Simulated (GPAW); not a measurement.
Input of a GPAW 26.7.0 run:

Contents of run.py:

```python
import numpy as np
import spglib
from ase import Atoms
from ase.dft.bandgap import bandgap
from ase.io import read, write
from gpaw import GPAW, PW
from gpaw.response.df import DielectricFunction

atoms = read('Ge.cif')
cell, positions, numbers = spglib.find_primitive(
    (atoms.cell[:], atoms.get_scaled_positions(), atoms.numbers), symprec=1e-4)
atoms = Atoms(numbers, cell=cell, scaled_positions=positions, pbc=True)

calc = GPAW(mode=PW(450),
            xc='GLLBSC',
            kpts={'size': (8, 8, 5), 'gamma': True},
            occupations={'name': 'fermi-dirac', 'width': 0.05},
            nbands=11,
            convergence={'density': 1e-06},
            maxiter=150,
            txt='gpaw.txt')
atoms.calc = calc
energy = atoms.get_potential_energy()
calc.write('gs.gpw')
write('result.traj', atoms)
print('Fermi level:', round(calc.get_fermi_level(), 4), 'eV')
print(f'Gap: {bandgap(calc)[0]:.4f} eV, direct: {bandgap(calc, direct=True)[0]:.4f} eV')

dense = calc.fixed_density(kpts={'size': (13, 13, 7), 'gamma': True},
                           nbands=42, convergence={'bands': 36, 'eigenstates': 1e-7},
                           update_fermi_level=True, txt='dense.txt')
dense.write('dense.gpw', mode='all')

df = DielectricFunction('dense.gpw', frequencies={'type': 'nonlinear', 'domega0': 0.1, 'omega2': 10},
                        eta=0.3, ecut=40, nbands=36, txt='df.txt')
for i, q_c in enumerate([[0.0, 0.0, 0.1428571429], [0.0, 0.0, 0.5714285714]]):
    eels0, eels = df.get_eels_spectrum(xc='ALDA', q_c=q_c, filename=f'eels_{i}.csv')
    q = np.linalg.norm(2 * np.pi * np.array(q_c) @ atoms.cell.reciprocal())
    w = df.get_frequencies()
    print(f'|q| = {q:.4f} 1/A: loss peak at {w[eels[w < 45].argmax()]:.3f} eV (below 45 eV)')
```

Contents of Ge.cif:

```cif
data_Ge
_cell_length_a 2.97610585
_cell_length_b 5.18937922
_cell_length_c 4.72759579
_cell_angle_alpha 90.00000000
_cell_angle_beta 90.00000000
_cell_angle_gamma 90.00000000
_space_group_name_H-M_alt 'Cmcm'
_space_group_name_Hall '-C 2c 2'
_space_group_IT_number 63
loop_
_space_group_symop_operation_xyz
'x,y,z'
'-x,-y,-z'
'-x,-y,z+1/2'
'x,y,-z+1/2'
'x,-y,-z'
'-x,y,z'
'-x,y,-z+1/2'
'x,-y,z+1/2'
'x+1/2,y+1/2,z'
'-x+1/2,-y+1/2,-z'
'-x+1/2,-y+1/2,z+1/2'
'x+1/2,y+1/2,-z+1/2'
'x+1/2,-y+1/2,-z'
'-x+1/2,y+1/2,z'
'-x+1/2,y+1/2,-z+1/2'
'x+1/2,-y+1/2,z+1/2'
loop_
_atom_site_label
_atom_site_type_symbol
_atom_site_symmetry_multiplicity
_atom_site_Wyckoff_symbol
_atom_site_fract_x
_atom_site_fract_y
_atom_site_fract_z
_atom_site_occupancy
Ge1 Ge 4 c 0.5000000000 0.1665533700 0.7500000000 1
```

Potentials or basis: the program's PAW data sets (release 1.2.1) made for this functional, pw.

Launch:

```console
$ OMP_NUM_THREADS=1 python run.py
```

Task: Estimate the band gap on the k mesh, Kohn-Sham part alone.

Result: None (metal or under the smearing width).

Caveat: the highest transitions drop out of the frequency grid; a model potential gives levels but no total energy; response on these states lacks terms of the Hamiltonian.
